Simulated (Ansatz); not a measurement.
Computed with Ansatz, DFT PBE, scalar-relativistic, plane waves, PAW. Settings: cutoff 420 eV, Γ-centred meshes spaced at most about 0.3 Å⁻¹, and about 0.25 Å⁻¹ or finer for metals (2π included), Gaussian smearing. No spin polarisation in the final relaxations.

Temperature and zero-point effects are left out.

Two forms of Ge were relaxed alike.

A.

Space group Pm-3m (No. 221). a = 2.711 Å, b = 2.711 Å, c = 2.711 Å, α = 90.00°, β = 90.00°, γ = 90.00°
```json
{"atom": "Ge", "site": "1b", "symmetry": "m-3m", "x": "0.5000", "y": "0.5000", "z": "0.5000"}
```

B.

Space group P6/mmm (No. 191). a = 4.638 Å, b = 4.638 Å, c = 5.371 Å, α = 90.00°, β = 90.00°, γ = 120.00°
| atom | site | symmetry | x | y | z |
| --- | --- | --- | --- | --- | --- |
| Ge | 2c | -6m2 | 0.3333 | 0.6667 | 0.0000 |
| Ge | 2e | 6mm | 0.0000 | 0.0000 | 0.2520 |

Question: Which form is favoured at zero pressure, and by what margin per atom?

Answer: A is lower, by 272 meV/atom. A has the simple cubic type, space group Pm-3m (No. 221), 19.9 Å³/atom and no gap on its mesh; B has space group P6/mmm (No. 191), 25.0 Å³/atom and no gap. Counting all near atoms (those within 1.25 times the shortest such distance or 1.15 times the sum of covalent radii; a plus sign parts nearer from farther groups; a slash parts the counts of unlike sites), A has Ge 6 and B has Ge 2+6/3+6. The denser one is the lower, and pressure would at first widen the difference. Both come from invented guesses. A third cell relaxed alike, in I4_1/amd, lies 15 meV/atom below the lower of the two. The part of the Crystallography Open Database at hand lists Ge in space groups No. 64, 96, 227; no cell shown has one of them.

Cells relaxed within their symmetry can be saddle points.

The simple cubic form is clearly preferred over the hexagonal one, but this ranks two metallic, overcoordinated structures and doesn't identify the ground state of germanium. At ambient pressure that is the semiconducting diamond type, where four valence electrons per atom exactly fill four sp³ bonds and open a gap. With six or more neighbours there are too few electrons for a two-electron bond to each, so bonding is delocalised and both forms are metallic.

The hexagonal form has more near neighbours yet is less dense, so its extra contacts don't amount to efficient packing. Its honeycomb layers, threaded by chains of atoms, combine short contacts with longer, weaker ones. This probably costs it the directional bonding of an open network without the full gain of a compact metal, whereas simple cubic allows six equivalent p-σ interactions at right angles. Because no volume is given for the slightly lower tetragonal cell, its order relative to simple cubic under compression remains open.
